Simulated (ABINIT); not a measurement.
The system is Sn.

```xyz
1
Lattice="-2.0292 2.0292 1.6608 2.0292 -2.0292 1.6608 2.0292 2.0292 -1.6608" Properties=species:S:1:pos:R:3 pbc="T T T"
Sn    0.0000    0.0000    0.0000
```

This isn't the form of Sn at room conditions, which is tetragonal (white tin).

Program: ABINIT 10.8.3 (patched build). Alike in all runs: task single point; potentials or basis JTH PAW PBE v2.0; no spin polarisation; cell as given; k mesh 10 × 10 × 10; cutoff (eV) 707; smearing fermi-dirac 0.05 eV.

Task: Order these runs on this cell by their pressure, lowest first.
A. level BLYP
B. level WC
C. level LDA
D. level revPBE

Result: C (-3.6 GPa), B (-2.0 GPa), D (1.5 GPa), A (5.2 GPa).

Caveats: the PAW data sets were made with another functional, which shifts forces and pressure a little.
